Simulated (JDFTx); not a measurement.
# MgS (Niningerite) (Fm-3m) in JDFTx: a series of runs

Runs on MgS (Niningerite). Level: RPBE. Tasks: equation of state.

All numbers are computed with JDFTx 1.7.0 (patched build); they aren't measurements. Logs are shortened: lines on timing, memory, paths and dates and some standing lists are left out, and cuts for length are marked. The log counts tension as positive stress, the text compression.

## Step 1: The structure

Symmetry: Fm-3m, No. 225, cubic system. Conventional cell: a = 5.203 Å, b = 5.203 Å, c = 5.203 Å, α = 90.00°, β = 90.00°, γ = 90.00°. S (site symmetry m-3m) is surrounded by 6 Mg at 2.60 Å. Around Mg (site symmetry m-3m) lie 6 S at 2.60 Å.

## Step 2: Equation of state, RPBE, 16.55 Å³/atom (volume scaled by 0.94)

Contents of MgS.in:

```
include MgS.lattice
coords-type Lattice
include MgS.ionpos

ion-species pseudo/S.upf
ion-species pseudo/Mg.upf
elec-cutoff 42 336
elec-ex-corr gga-x-rpbe gga-c-pbe
kpoint-folding 9 9 9
elec-smearing Fermi 0.0018374661
elec-n-bands 14
electronic-SCF nIterations 100 energyDiffThreshold 1e-09
electronic-minimize nIterations 30 energyDiffThreshold 1e-7
forces-output-coords Cartesian

dump-name run.$VAR
dump End Ecomponents EigStats BandEigs Kpoints Forces Stress ElecDensity Dtot KEdensity
```

Contents of MgS.lattice:

```
lattice \
    0.0000000000     4.8160429950     4.8160429950 \
    4.8160429950     0.0000000000     4.8160429950 \
    4.8160429950     4.8160429950     0.0000000000
```

Contents of MgS.ionpos:

```
ion S      0.5000000000     0.5000000000     0.5000000000 1
ion Mg     0.0000000000     0.0000000000     0.0000000000 1
```

Potentials or basis: PseudoDojo-SR-PBE-0.5-standard.

The run is started by

```sh
> jdftx -c 1 -i MgS.in -o MgS.out
```

Output:

```text
*************** JDFTx 1.7.0 (patched build) ***************

Input parsed successfully to the following command list (including defaults):
[... the input with its defaults ...]

---------- Setting up symmetries ----------

Found 48 point-group symmetries of the bravais lattice
Found 48 space-group symmetries with basis
Applied RMS atom displacement 0 bohrs to make symmetries exact.

---------- Initializing the Grid ----------
R =
[            0      4.81604      4.81604  ]
[      4.81604            0      4.81604  ]
[      4.81604      4.81604            0  ]
unit cell volume = 223.409
G =
[  -0.652318   0.652318   0.652318  ]
[   0.652318  -0.652318   0.652318  ]
[   0.652318   0.652318  -0.652318  ]
Minimum fftbox size, Smin = [  60  60  60  ]
Chosen fftbox size, S = [  60  60  60  ]

---------- Initializing tighter grid for wavefunction operations ----------
R =
[            0      4.81604      4.81604  ]
[      4.81604            0      4.81604  ]
[      4.81604      4.81604            0  ]
unit cell volume = 223.409
G =
[  -0.652318   0.652318   0.652318  ]
[   0.652318  -0.652318   0.652318  ]
[   0.652318   0.652318  -0.652318  ]
Minimum fftbox size, Smin = [  40  40  40  ]
Chosen fftbox size, S = [  40  40  40  ]

---------- Exchange Correlation functional ----------
Initialized LibXC exchange functional 'Hammer, Hansen, and Norskov'
Initialized LibXC correlation functional 'Perdew, Burke & Ernzerhof'

---------- Setting up pseudopotentials ----------
Width of ionic core gaussian charges (only for fluid interactions / plotting) set to 0

Reading pseudopotential file 'pseudo/S.upf':
  'S' pseudopotential, 'PBE' functional
  Generated using ONCVPSP code by D. R. Hamann
  6 valence electrons, 2 orbitals, 6 projectors, 1001 radial grid points, with lMax = 2
    3S    l: 0   occupation:  2.0   eigenvalue: -0.634163
    3P    l: 1   occupation:  4.0   eigenvalue: -0.257567
  Core radius for overlap checks: 1.43 bohrs.

Reading pseudopotential file 'pseudo/Mg.upf':
  'Mg' pseudopotential, 'PBE' functional
  Generated using ONCVPSP code by D. R. Hamann
  10 valence electrons, 3 orbitals, 4 projectors, 1001 radial grid points, with lMax = 1
    2S    l: 0   occupation:  2.0   eigenvalue: -2.934267
    2P    l: 1   occupation:  6.0   eigenvalue: -1.713025
    3S    l: 0   occupation:  2.0   eigenvalue: -0.172924
  Core radius for overlap checks: 1.50 bohrs.

Initialized 2 species with 2 total atoms.

Folded 1 k-points by 9x9x9 to 729 k-points.

---------- Setting up k-points, bands, fillings ----------
Reduced to 35 k-points under symmetry.
Computing the number of bands and number of electrons
Calculating initial fillings.
nElectrons:  16.000000   nBands: 14   nStates: 35

----- Setting up reduced wavefunction bases (one per k-point) -----
average nbasis = 2904.761 , ideal nbasis = 2904.484

---------- Setting up ewald sum ----------
Optimum gaussian width for ewald sums = 2.187363 bohr.
Real space sum over 1331 unit cells with max indices [  5  5  5  ]
Reciprocal space sum over 2197 terms with max indices [  6  6  6  ]

---------- Allocating electronic variables ----------
Initializing wave functions:  linear combination of atomic orbitals
Note: number of bands (14) exceeds available atomic orbitals (9)
S pseudo-atom occupations:   s ( 2 )  p ( 4 )
Mg pseudo-atom occupations:   s ( 2 2 )  p ( 6 )
	FillingsUpdate:  mu: +0.370933211  nElectrons: 16.000000
LCAOMinimize: Iter:   0  F: -69.7363575860818230  |grad|_K:  3.106e-03  alpha:  1.000e+00
	FillingsUpdate:  mu: +0.362378549  nElectrons: 16.000000
LCAOMinimize: Iter:   1  F: -69.7572119916471962  |grad|_K:  5.599e-05  alpha:  6.034e-01  linmin: -1.483e-01  cgtest:  4.793e-01
LCAOMinimize: Encountered beta<0, resetting CG.
	FillingsUpdate:  mu: +0.362466143  nElectrons: 16.000000
LCAOMinimize: Iter:   2  F: -69.7572208452905045  |grad|_K:  1.158e-05  alpha:  8.225e-01  linmin: -1.163e-03  cgtest:  2.012e-02
	FillingsUpdate:  mu: +0.362477154  nElectrons: 16.000000
LCAOMinimize: Iter:   3  F: -69.7572211588078233  |grad|_K:  7.745e-07  alpha:  6.800e-01  linmin: -2.227e-04  cgtest: -5.722e-02
	FillingsUpdate:  mu: +0.362477348  nElectrons: 16.000000
LCAOMinimize: Iter:   4  F: -69.7572211607887454  |grad|_K:  5.788e-08  alpha:  9.622e-01  linmin:  6.833e-05  cgtest: -3.523e-03
LCAOMinimize: Converged (|Delta F|<1.000000e-06 for 2 iters).

-------- Electronic minimization -----------
Will mix electronic density at each iteration.
	FillingsUpdate:  mu: +0.362477348  nElectrons: 16.000000
	FillingsUpdate:  mu: +0.334395993  nElectrons: 16.000000
SCF: Cycle:  0   F: -69.799039627226847   dF: -4.182e-02   |Residual|: 6.633e-02   |deigs|: 1.967e-01
	FillingsUpdate:  mu: +0.331949327  nElectrons: 16.000000
SCF: Cycle:  1   F: -69.804116258938961   dF: -5.077e-03   |Residual|: 2.258e-02   |deigs|: 1.715e-02
	FillingsUpdate:  mu: +0.300000000  nElectrons: 16.000000
SCF: Cycle:  2   F: -69.804754506028928   dF: -6.382e-04   |Residual|: 6.185e-03   |deigs|: 7.858e-03
	FillingsUpdate:  mu: +0.300000000  nElectrons: 16.000000
SCF: Cycle:  3   F: -69.804763342109595   dF: -8.836e-06   |Residual|: 1.173e-03   |deigs|: 2.087e-03
	FillingsUpdate:  mu: +0.300000000  nElectrons: 16.000000
SCF: Cycle:  4   F: -69.804764624528019   dF: -1.282e-06   |Residual|: 4.783e-04   |deigs|: 6.356e-04
	FillingsUpdate:  mu: +0.300000000  nElectrons: 16.000000
SCF: Cycle:  5   F: -69.804764867046472   dF: -2.425e-07   |Residual|: 6.998e-05   |deigs|: 2.512e-04
	FillingsUpdate:  mu: +0.300000000  nElectrons: 16.000000
SCF: Cycle:  6   F: -69.804764921405237   dF: -5.436e-08   |Residual|: 4.673e-05   |deigs|: 6.637e-04
	FillingsUpdate:  mu: +0.300000000  nElectrons: 16.000000
SCF: Cycle:  7   F: -69.804764939371879   dF: -1.797e-08   |Residual|: 1.308e-05   |deigs|: 5.684e-04
	FillingsUpdate:  mu: +0.300000000  nElectrons: 16.000000
SCF: Cycle:  8   F: -69.804764943467191   dF: -4.095e-09   |Residual|: 5.565e-06   |deigs|: 2.176e-04
	FillingsUpdate:  mu: +0.300000000  nElectrons: 16.000000
SCF: Cycle:  9   F: -69.804764944983333   dF: -1.516e-09   |Residual|: 2.363e-06   |deigs|: 2.578e-04
	FillingsUpdate:  mu: +0.300000000  nElectrons: 16.000000
SCF: Cycle: 10   F: -69.804764945313565   dF: -3.302e-10   |Residual|: 8.229e-07   |deigs|: 7.502e-05
	FillingsUpdate:  mu: +0.300000000  nElectrons: 16.000000
SCF: Cycle: 11   F: -69.804764945447573   dF: -1.340e-10   |Residual|: 5.049e-07   |deigs|: 1.136e-04
SCF: Converged (|Delta E|<1.000000e-09 for 2 iters).

Setting wave functions to eigenvectors of Hamiltonian

# Stress tensor in Cartesian coordinates [Eh/a0^3]:
[ -0.000302992            0            0  ]
[            0 -0.000302992            0  ]
[            0            0 -0.000302992  ]

# Ionic positions in lattice coordinates:
ion S   0.500000000000000   0.500000000000000   0.500000000000000 1
ion Mg   0.000000000000000   0.000000000000000   0.000000000000000 1

# Forces in Cartesian coordinates:
force S   0.000000000000000   0.000000000000000  -0.000000000000000 1
force Mg  -0.000000000000000   0.000000000000000   0.000000000000000 1

# Energy components:
   Eewald =      -39.1560659365113111
       EH =       21.8731273771502437
     Eloc =      -63.5001237953480384
      Enl =      -16.5929600690262156
      Exc =      -11.2462285189153999
 Exc_core =        0.7593236169340779
       KE =       38.0581623802708719
-------------------------------------
     Etot =      -69.8047649454457684
       TS =        0.0000000000018082
-------------------------------------
        F =      -69.8047649454475732

IonicMinimize: Iter:   0  F: -69.804764945447573  |grad|_K:  2.497e-40
IonicMinimize: Converged (|grad|_K<1.000000e-04).

#--- Lowdin population analysis ---
# oxidation-state S -1.308
# oxidation-state Mg +1.459

Dumping 'run.eigStats' ...
	eMin: -2.482746 at state 0 ( [ +0.000000 +0.000000 +0.000000 ] spin 0 )
	HOMO: +0.263306 at state 0 ( [ +0.000000 +0.000000 +0.000000 ] spin 0 )
	mu  : +0.300000
	LUMO: +0.381826 at state 23 ( [ +0.000000 +0.444444 +0.444444 ] spin 0 )
	eMax: +0.836933 at state 24 ( [ +0.000000 +0.444444 -0.444444 ] spin 0 )
	HOMO-LUMO gap: +0.118520
	Optical gap  : +0.160927 at state 0 ( [ +0.000000 +0.000000 +0.000000 ] spin 0 )
Done!
[note: mu as printed may lie anywhere between the filled and the empty levels]
```

Wall time 64 s (1 thread of Arm Neoverse V1, shared host); peak memory 0.13 GiB.

Results:

```
Free energy            : -1899.4844 eV
Pressure               : 8.9 GPa
Band gap on the k mesh : 3.23 eV, indirect (least direct gap 4.38 eV)
Loewdin charges        : S -1.31; Mg +1.46 e
```

Caveat: the potentials were made for another functional, which shifts forces and pressure; an odd mesh through Γ misses points on the zone boundary, where band edges often lie.

## Step 3: Equation of state, RPBE, 16.91 Å³/atom (volume scaled by 0.96)

MgS.in, as its differences from that of step 2:

```diff
@@ -16,2 +16,2 @@
 dump-name run.$VAR
-dump End Ecomponents EigStats BandEigs Kpoints Forces Stress ElecDensity Dtot KEdensity
+dump End Ecomponents EigStats BandEigs Kpoints Forces Stress
```

Contents of MgS.lattice:

```
lattice \
    0.0000000000     4.8499599084     4.8499599084 \
    4.8499599084     0.0000000000     4.8499599084 \
    4.8499599084     4.8499599084     0.0000000000
```

MgS.ionpos is that of step 2.

Potentials or basis: PseudoDojo-SR-PBE-0.5-standard.

The run is started by

```sh
> jdftx -c 1 -i MgS.in -o MgS.out
```

Run time: 1.8 min. Hardware: 1 thread of Arm Neoverse V1, shared host; peak memory 0.13 GiB.

Results (log left out):

```
Free energy            : -1899.5190 eV
Pressure               : 6.8 GPa
Band gap on the k mesh : 3.18 eV, indirect (least direct gap 4.20 eV)
Loewdin charges        : S -1.31; Mg +1.46 e
```

Caveat: the potentials were made for another functional, which shifts forces and pressure; an odd mesh through Γ misses points on the zone boundary, where band edges often lie.

## Step 4: Equation of state, RPBE, 17.26 Å³/atom (volume scaled by 0.98)

MgS.in is that of step 3.

Contents of MgS.lattice:

```
lattice \
    0.0000000000     4.8834089646     4.8834089646 \
    4.8834089646     0.0000000000     4.8834089646 \
    4.8834089646     4.8834089646     0.0000000000
```

MgS.ionpos is that of step 3.

The run is started by

```sh
> jdftx -c 1 -i MgS.in -o MgS.out
```

It took 1.8 min on 1 thread of Arm Neoverse V1, shared host; peak memory 0.13 GiB.

The run converged. Its results:

```yaml
Free_energy: -1899.5447 eV
Pressure: 4.9 GPa
Band_gap_on_the_k_mesh: 3.14 eV, indirect (least direct gap 4.03 eV)
Loewdin_charges: S -1.30; Mg +1.46 e
```

Caveat: the potentials were made for another functional, which shifts forces and pressure; an odd mesh through Γ misses points on the zone boundary, where band edges often lie.

## Step 5: Equation of state, RPBE, 17.61 Å³/atom

MgS.in is that of step 4.

Contents of MgS.lattice:

```
lattice \
    0.0000000000     4.9164059721     4.9164059721 \
    4.9164059721     0.0000000000     4.9164059721 \
    4.9164059721     4.9164059721     0.0000000000
```

MgS.ionpos is that of step 4.

The run is started by

```sh
> jdftx -c 1 -i MgS.in -o MgS.out
```

Run time: 1.8 min. Hardware: 1 thread of Arm Neoverse V1, shared host; peak memory 0.13 GiB.

The run converged. Its results:

- Free energy: -1899.5625 eV
- Pressure: 3.2 GPa
- Band gap on the k mesh: 3.09 eV, indirect (least direct gap 3.87 eV)
- Loewdin charges: S -1.30; Mg +1.45 e

Caveat: the potentials were made for another functional, which shifts forces and pressure; an odd mesh through Γ misses points on the zone boundary, where band edges often lie.

## Step 6: Equation of state, RPBE, 17.96 Å³/atom (volume scaled by 1.02)

MgS.in is that of step 5.

Contents of MgS.lattice:

```
lattice \
    0.0000000000     4.9489659009     4.9489659009 \
    4.9489659009     0.0000000000     4.9489659009 \
    4.9489659009     4.9489659009     0.0000000000
```

MgS.ionpos is that of step 5.

Potentials or basis: PseudoDojo-SR-PBE-0.5-standard.

The run is started by

```sh
> jdftx -c 1 -i MgS.in -o MgS.out
```

Wall time 1.8 min (1 thread of Arm Neoverse V1, shared host); peak memory 0.13 GiB.

The run converged. Its results:

- Free energy: -1899.5730 eV
- Pressure: 1.6 GPa
- Band gap on the k mesh: 3.05 eV, indirect (least direct gap 3.72 eV)
- Loewdin charges: S -1.30; Mg +1.45 e

Caveat: the potentials were made for another functional, which shifts forces and pressure; an odd mesh through Γ misses points on the zone boundary, where band edges often lie.

## Step 7: Equation of state, RPBE, 18.31 Å³/atom (volume scaled by 1.04)

MgS.in is that of step 6.

Contents of MgS.lattice:

```
lattice \
    0.0000000000     4.9811029436     4.9811029436 \
    4.9811029436     0.0000000000     4.9811029436 \
    4.9811029436     4.9811029436     0.0000000000
```

MgS.ionpos is that of step 6.

The run is started by

```sh
> jdftx -c 1 -i MgS.in -o MgS.out
```

Run time: 1.8 min. Hardware: 1 thread of Arm Neoverse V1, shared host; peak memory 0.13 GiB.

It converged, with:

```yaml
Free_energy: -1899.5770 eV
Pressure: 0.2 GPa
Band_gap_on_the_k_mesh: 3.00 eV, indirect (least direct gap 3.57 eV)
Loewdin_charges: S -1.30; Mg +1.45 e
```

Caveat: the potentials were made for another functional, which shifts forces and pressure; an odd mesh through Γ misses points on the zone boundary, where band edges often lie.

## Step 8: Equation of state, RPBE, 18.67 Å³/atom (volume scaled by 1.06)

MgS.in is that of step 7.

Contents of MgS.lattice:

```
lattice \
    0.0000000000     5.0128305695     5.0128305695 \
    5.0128305695     0.0000000000     5.0128305695 \
    5.0128305695     5.0128305695     0.0000000000
```

MgS.ionpos is that of step 7.

The run is started by

```sh
> jdftx -c 1 -i MgS.in -o MgS.out
```

It took 1.8 min on 1 thread of Arm Neoverse V1, shared host; peak memory 0.14 GiB.

The run converged. Its results:

| Item | Value |
| --- | --- |
| Free energy | -1899.5750 eV |
| Pressure | -1.1 GPa |
| Band gap on the k mesh | 2.96 eV, indirect (least direct gap 3.43 eV) |
| Loewdin charges | S -1.29; Mg +1.45 e |

Caveat: the potentials were made for another functional, which shifts forces and pressure; an odd mesh through Γ misses points on the zone boundary, where band edges often lie.

## Step 9: Equation of state, RPBE

Potentials or basis: PseudoDojo-SR-PBE-0.5-standard.

This step only gathers the single runs of the series.

Results:

```
Equilibrium volume                      : 18.37 Å³/atom
Bulk modulus                            : 70 GPa
Pressure derivative of the bulk modulus : 4.0
```

Energy against volume, from the lowest point:
| volume (Å³/atom) | energy (meV/atom) |
| --- | --- |
| 16.553 | 46.30 |
| 16.905 | 29.01 |
| 17.257 | 16.14 |
| 17.609 | 7.25 |
| 17.962 | 1.98 |
| 18.314 | 0.00 |
| 18.666 | 0.99 |

Caveat: the potentials were made for another functional, which shifts forces and pressure. RPBE and its kin give volumes clearly too large for solids.
